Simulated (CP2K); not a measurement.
## Al2Au under changes of volume

One of the cells (18.000 Å³/atom); the others are scaled copies at fixed shape and fractional positions:

```
Au Al
1.0
     4.24264    0.00000    0.00000
     2.12132    3.67423    0.00000
     2.12132    1.22474    3.46410
Au Al
1 2
Cartesian
  0.0000 0.0000 0.0000
  6.3640 3.6742 2.5981
  2.1213 1.2247 0.8660
```

* Program: CP2K 2026.2
* Functional: LDA
* Potentials or basis: GTH_POTENTIALS Au GTH-PADE-q11, Al GTH-PADE-q3; TZVP-MOLOPT-PBE-GTH basis
* Density cutoff: 6803 eV
* k mesh: 8 × 8 × 8
* Occupations: fermi-dirac, width 0.1 eV
* Spin: no spin polarisation

```csv
volume (Å³/atom),energy over the lowest point (meV/atom),pressure (GPa)
16.920,12.20,5.6
17.280,?,?
17.640,0.00,0.2
18.000,2.29,-2.1
18.360,9.32,-4.1
18.720,20.59,-5.9
19.080,35.62,-7.5
```

Q: What does the run at 17.280 Å³/atom give?

A: Energy over the lowest point 3.11 meV/atom; pressure 2.7 GPa.

Worked out: A Birch-Murnaghan fit of order 3 (a polynomial in V^(-2/3)) to the other rows has its minimum at 17.66 Å³/atom with B0 = V·E''(V) = 116 GPa and B' = 4.8. It gives 3.09 meV/atom at 17.280 Å³/atom, against the run's 3.11, and -dE/dV = 2.7 GPa, against 2.7.

Energies are extrapolated to zero smearing.

Caveats: with these potentials and basis sets, volumes of gold and of layered tellurides can stand 1.5 % and more from those of plane-wave programs; the basis of atomic orbitals isn't converged, which shifts pressures, moduli and gaps.
